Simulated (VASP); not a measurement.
# CuO (P1) in VASP: a run that goes wrong, beside a sound one

Two runs on CuO: the first has a flaw, the second is sound.

All numbers are computed with VASP 6.6.1; they aren't measurements. Logs are shortened: lines on timing, memory, paths and dates and some standing lists are left out, and cuts for length are marked.

### 1 The undisturbed crystal

The typed cell holds 2 atoms: a = 2.993 Å, b = 2.993 Å, c = 2.993 Å, α = 60.00°, β = 60.00°, γ = 60.00°.

The cell comes from a database or a generator and needn't be the stable form of this composition.

### 2 A run with an altered input

File INCAR:

```
SYSTEM = CuO
ALGO = Fast
EDIFF = 1E-7
EDIFFG = -0.01
ENCUT = 600
GGA = PS
IBRION = 2
ISIF = 3
ISMEAR = -1
LASPH = .TRUE.
LCHARG = .FALSE.
LREAL = .FALSE.
LWAVE = .FALSE.
NELECT = 13.0
NELM = 54
NSW = 30
PREC = Accurate
PSTRESS = 0
SIGMA = 0.05
```

File KPOINTS:

```
k-points
0
G
  11 11 11
  0 0 0
```

File POSCAR:

```
CuO
1.0
    0.0000000000      2.1165600000      2.1165600000
    2.1165600000      0.0000000000      2.1165600000
    2.1165600000      2.1165600000      0.0000000000
Cu O
1 1
Direct
    0.0294977200      0.0281008700      0.9080259900
    0.4705022800      0.4718991300      0.5919740100
```

Potentials or basis: VASP PAW PBE potentials, release 64 (Cu, O).

Command:

```
cat potpaw_PBE.64/Cu/POTCAR potpaw_PBE.64/O/POTCAR > POTCAR
mpirun -np 1 vasp_std > vasp.out
```

OUTCAR:

```text
SYSTEM = CuO
   EDIFF = 1E-7
   EDIFFG = -0.01
   ENCUT = 600
   GGA = PS
   IBRION = 2
   ISIF = 3
   ISMEAR = -1
   LASPH = .TRUE.
   LREAL = .FALSE.
[... 142 lines left out ...]
   LASPH  =      T    aspherical Exc in radial PAW
   ENCUT  =  600.0 eV  44.10 Ry    6.64 a.u.   5.98  5.98  5.98*2*pi/ulx,y,z
   NELM   =     54;   NELMIN=  2; NELMDL= -5     # of ELM steps
   EDIFF  = 0.1E-06   stopping-criterion for ELM
   LREAL  =      F    real-space projection
   EDIFFG = -.1E-01   stopping-criterion for IOM
   NSW    =     30    number of steps for IOM
   IBRION =      2    ionic relax: 0-MD 1-quasi-New 2-CG
   NFREE  =      1    steps in history (QN), initial steepest desc. (CG)
   ISIF   =      3    stress and relaxation
[... 361 lines left out ...]

 [... further k-points ...]

------------------------ aborting loop because EDIFF is reached ----------------------------------------

  FORCE on cell =-STRESS in cart. coord.  units (eV):
  Direction    XX          YY          ZZ          XY          YZ          ZX
  --------------------------------------------------------------------------------------
[... 13 lines left out ...]

 POSITION                                       TOTAL-FORCE (eV/Angst)
 -----------------------------------------------------------------------------------
      1.98137      1.98433      0.12191        -0.137627     -0.158806      0.234820
      2.25175      2.24879      1.99465         0.137627      0.158806     -0.234820
 -----------------------------------------------------------------------------------
    total drift:                                0.000095      0.000053      0.000152

  FREE ENERGIE OF THE ION-ELECTRON SYSTEM (eV)
  ---------------------------------------------------
  free  energy   TOTEN  =       -20.5439116436 eV

  energy  without entropy=      -20.5247558247  energy(sigma->0) =      -20.53433373
```

On the terminal:

```text
POSCAR found type information on POSCAR CuO
 POSCAR found :  2 types and       2 ions
[... 45 lines left out ...]

1
```

It took 84 s on 1 thread of Intel Xeon 6975P-C (Granite Rapids), shared host.

The run ended with an error. What is wrong with the input: wrong number of electrons (NELECT = 13).

### 3 Relaxation of cell and atoms, PBEsol (pressure_gpa = 0; atom 2 moved 0.45 Å)

File INCAR:

```
SYSTEM = CuO
ALGO = Fast ; EDIFF = 1E-7
EDIFFG = -0.01 ; ENCUT = 600
GGA = PS ; IBRION = 2
ISIF = 3 ; ISMEAR = -1
LASPH = .TRUE. ; LCHARG = .FALSE.
LREAL = .FALSE. ; LWAVE = .FALSE.
NELM = 80 ; NSW = 40
PREC = Accurate ; PSTRESS = 0
SIGMA = 0.05
```

KPOINTS is that of step 2.

POSCAR is that of step 2.

Potentials or basis: VASP PAW PBE potentials, release 64 (Cu, O).

Command:

```
cat potpaw_PBE.64/Cu/POTCAR potpaw_PBE.64/O/POTCAR > POTCAR
mpirun -np 1 vasp_std > vasp.out
```

Run time: 11 min. Hardware: 1 thread of Intel Xeon 6975P-C (Granite Rapids), shared host; peak memory 0.38 GiB.

Results (log left out):

| Property | Result |
| --- | --- |
| Free energy | -10.4781 eV |
| Relaxed volume | 9.12 Å³/atom |
| Relaxed cell | a = 2.949 Å, b = 2.952 Å, c = 2.958 Å, α = 59.97°, β = 60.06°, γ = 60.09° |
| Space group after relaxing (to 0.05 Å) | Fm-3m (No. 225) |
| Energy gained by relaxing | 200.0 meV/atom |
| Ionic steps | 17 |
| Pressure after relaxing | 0.1 GPa |
| Largest force after relaxing | 0.009 eV/Å |
| Band gap on the k mesh | none (metal or under the smearing width) |

Forces in eV/Å, atoms in the order of the input:
```
Cu  -0.006 -0.006  0.003
O    0.006  0.006 -0.003
```

Stress tensor (GPa, compression positive):
```
-0.04 -0.05  0.07
-0.05  0.08  0.07
 0.07  0.07  0.17
```

Step by step:
```
step  energy change (eV)  largest force (eV/Å)  pressure (GPa)  volume (Å³)
   1              0.0000                0.8605           10.14        18.96
   2             -0.0581                0.6038          -10.34        20.65
   3             -0.0668                0.6584           -5.48        20.15
   4             -0.1545                0.9072           -7.36        19.84
   5             -0.3408                0.2836           -7.61        18.98
   6             -0.3439                0.1466           -4.88        18.67
   7             -0.3479                0.0642           -6.27        18.80
   8             -0.3237                0.3917           15.03        17.13
   9             -0.3682                0.0904            1.05        18.09
  10             -0.3867                0.0544            0.75        18.16
  11             -0.3990                0.0494           -0.24        18.25
  12             -0.3999                0.0241           -0.24        18.24
  13             -0.3999                0.0292           -0.21        18.24
  14             -0.4000                0.0040            0.54        18.18
  15             -0.4000                0.0086            0.28        18.20
  16             -0.4000                0.0184           -0.21        18.25
  17             -0.4000                0.0090            0.07        18.23
```

Final structure:
```
Cu O
1.0
    -0.00026    2.08724    2.08392
     2.09150   -0.00023    2.08392
     2.09345    2.08979   -0.00350
Cu O
1 1
Direct
  0.99996 0.99993 0.00028
  0.50004 0.50007 0.49972
```

Levels at points of the mesh, in eV from the Fermi level:
| k point | band 5 | band 6 | band 7 | band 8 | band 9 | band 10 | band 11 | band 12 |
| --- | --- | --- | --- | --- | --- | --- | --- | --- |
| (0.00, 0.00, 0.00) | -2.50 | -2.48 | -2.48 | -2.31 | -2.31 | 1.57 | 18.09 | 18.78 |

Caveat: the PAW data sets were made with another functional, which shifts forces and pressure a little; an odd number of electrons without spin polarisation forces a metal; a magnetic or distorted state may lie lower; the run has no spin polarisation, though such a crystal can be magnetic; semilocal functionals often make such compounds metallic where correlation or magnetic order opens a gap, which also shifts bond lengths.
